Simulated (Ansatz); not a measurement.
# HfS2: the cost of one run

Program: Ansatz 0.2.0. Level of theory: DFT r2SCAN, scalar-relativistic, plane waves, PAW. These are calculated values, not measurements.

## 1. The system as given

The structure is trigonal, space group P-3m1 (No. 164). The conventional cell has a = 3.640 Å, b = 3.640 Å, c = 6.056 Å, α = 90.00°, β = 90.00°, γ = 120.00°. Hf (site symmetry -3m) has 6 S at 2.54 Å as nearest neighbours. Around S (site symmetry 3m) lie 3 Hf at 2.54 Å.

Structure file:

```cif
data_structure
_symmetry_space_group_name_H-M 'P-3m1'
_symmetry_Int_Tables_number 164
_cell_length_a 3.6397
_cell_length_b 3.6397
_cell_length_c 6.0556
_cell_angle_alpha 90.000
_cell_angle_beta 90.000
_cell_angle_gamma 120.000
_cell_volume 69.47
loop_
_atom_site_label
_atom_site_type_symbol
_atom_site_symmetry_multiplicity
_atom_site_Wyckoff_symbol
_atom_site_fract_x
_atom_site_fract_y
_atom_site_fract_z
_atom_site_occupancy
Hf1 Hf 1 a 0.00000 0.00000 0.00000 1
S1 S 2 d 0.66667 0.33333 0.76395 1
```

Source of the structure: the Materials Project (structure only).

(A quick probe on a coarse mesh, which set the mesh and smearing, is not shown.)

## 3. Full relaxation

Input file input.yaml:

```yaml
crystal:
  lattice:
    - [3.63966418, 0.0, 0.0]
    - [-1.81983209, 3.1520416411, 0.0]
    - [0.0, 0.0, 6.05556247]
  atoms:
    - { symbol: Hf, position: [0.0, 0.0, 0.0] }
    - { symbol: S, position: [0.66666667, 0.33333333, 0.76395205] }
    - { symbol: S, position: [0.33333333, 0.66666667, 0.23604795] }
basis:
  ecutwfc: 500
kpoints:
  mp_grid: { grid: [12, 12, 6] }
hamiltonian:
  xc: r2scan
scf:
  occupations: { method: gaussian, width: 0.02 }
output:
  forces: true
  stress: true
  eigenvalues: true
relax:
  adjacent_minimum: "off"
  f_tol: 0.005
  max_steps: 80
  cell: { stress_tol: 0.05 }
```

On the command line:

```bash
ansatz run input.yaml --threads 1 --pin off --max-ram 2560MiB --backend cpu --events-out ev --progress --plain --runs-dir out
```

**Question.** How long does this run take on 1 thread of Arm Neoverse V1, shared host, and how much memory does it need?

About 2.3 min, with a peak of 0.6 GiB.
